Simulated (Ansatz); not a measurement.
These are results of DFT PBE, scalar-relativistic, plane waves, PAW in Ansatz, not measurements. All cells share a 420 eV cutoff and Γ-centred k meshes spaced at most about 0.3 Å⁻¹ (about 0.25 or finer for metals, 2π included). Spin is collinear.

These are static total energies at zero pressure.

Compare these two cells of MnSi, each relaxed at this level.

A. (parallel moments up to 2.5 μB, small opposite ones on other atoms) Space group Fm-3m (No. 225), cubic, a = 4.846 Å. Mn is surrounded by 6 Si at 2.42 Å; Si is surrounded by 6 Mn at 2.42 Å.

B. (parallel moments up to 2.6 μB) Space group P6_3/mmc (No. 194), hexagonal, a = 3.668 Å, c = 4.894 Å. Around Mn lie 6 Si at 2.45 Å; Si has 6 Mn at 2.45 Å and 2 Si at 2.45 Å.

**Question.** Which would you expect to be lower, and how large is the difference?

**Answer.** B is lower, by 119 meV/atom. A has the rock salt type, space group Fm-3m (No. 225), 14.2 Å³/atom and no gap on its mesh; B has the anti-nickel arsenide type, space group P6_3/mmc (No. 194), 14.3 Å³/atom and no gap. B holds Si–Si chains (shortest 2.45 Å); in A the shortest Si–Si distance is 3.43 Å. Even the lower one lies +0.04 eV/atom against the reference forms of the elements (uncorrected), so neither is stable at this level. Both come from invented guesses. The lowest form computed isn't among them: it has the FeSi (B20) type, space group P2_13 (No. 198), 11.5 Å³/atom, is reached from a cell as deposited in COD and lies 0.49 eV/atom below the best shown.

Another magnetic order may lie lower. Cells relaxed within their symmetry can be saddle points. Some candidate types were left out of the draw beforehand, so a known form may be missing.

The preference for B probably stems from its Si–Si chains. At 2.45 Å the contacts are only slightly longer than a normal single bond, whereas the silicon atoms in A are too far apart for appreciable direct bonding. Volume and Mn–Si distance barely differ between the two cells, so denser packing or shorter Mn–Si bonds can hardly account for the 119 meV/atom. Mn and Si are also close in electronegativity, which leaves little ionic gain to favour the rock salt arrangement.

The much larger drop to the FeSi type, the known structure of MnSi, goes with a marked contraction to 11.5 Å³/atom. This suggests that stronger Mn d–Si p hybridization and metallic bonding matter more than Si chains alone. The large moments in A and B fit their open structures, where narrower d bands favour exchange splitting, and shouldn't be carried over to the dense phase, known as a weak itinerant magnet. Total energies alone don't separate the chain bonding in B from the accompanying change in Mn environment.
